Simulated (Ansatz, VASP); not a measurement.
**Two plane-wave programs on Ga**

```xyz
1
Lattice="-1.6571 1.6571 1.6571 1.6571 -1.6571 1.6571 1.6571 1.6571 -1.6571" Properties=species:S:1:pos:R:3 pbc="T T T"
Ga    0.0000    0.0000    0.0000
```

Alike in both runs: functional r2SCAN; k mesh 13 × 13 × 13; occupations fermi-dirac, width 0.1 eV; no spin polarisation.

Ansatz relaxed the structure, and its values are those at the end. VASP's run is a single point on that final structure, the one shown.

```csv
,VASP,Ansatz
version,VASP 6.6.1,Ansatz 0.2.0
potentials or method,"VASP PAW PBE potentials, release 64 (Ga_d)","plane waves (500 eV) with PAW, scalar-relativistic"
plane-wave cutoff (eV),520,500
valence electrons in the cell,13,13
```

```csv
,VASP,Ansatz,Ansatz less VASP
pressure (GPa),0.1,0.0,-0.15
```

Caveats: the PAW data sets were made with another functional, which shifts forces and pressure a little (VASP).
